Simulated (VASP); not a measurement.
The system is NaCl.

```xyz
2
Lattice="0.0000 2.7772 2.7772 2.7772 0.0000 2.7772 2.7772 2.7772 0.0000" Properties=species:S:1:pos:R:3 pbc="T T T"
Na    0.0000    0.0000    0.0000
Cl    2.7772    2.7772    2.7772
```

The cell was built by a generator and needn't be a form met in nature.

Program: VASP 6.6.1. Alike in all runs: potentials or basis VASP PAW PBE potentials, release 64 (Na_pv, Cl); cell as given; cutoff (eV) 520; smearing gaussian 0.02 eV. Hardware: 4 MPI ranks on Intel(R) Xeon(R) Platinum 8488C (Sapphire Rapids), with other jobs on the host.

Q: Order these runs on this cell by their wall time, lowest first.
A. task band structure; level HSE06; spin off; k mesh 6 × 6 × 6; further INCAR settings ALGO = Normal; EDIFF = 1e-06; grid for exact exchange (PRECFOCK) Fast; screening parameter 0.2 1/A
B. task electrostatic potential; level PBE; spin off; k mesh 8 × 8 × 8; further INCAR settings ALGO = Fast; EDIFF = 1e-06
C. task band structure; level PBE; spin non-collinear, zero start, SOC; k mesh 8 × 8 × 8; further INCAR settings ALGO = Fast; EDIFF = 1e-06
D. task band structure; level PBE; spin off; k mesh 8 × 8 × 8; further INCAR settings ALGO = Fast; EDIFF = 1e-06

A: B (5 s), D (12 s), C (58 s), A (600 s).
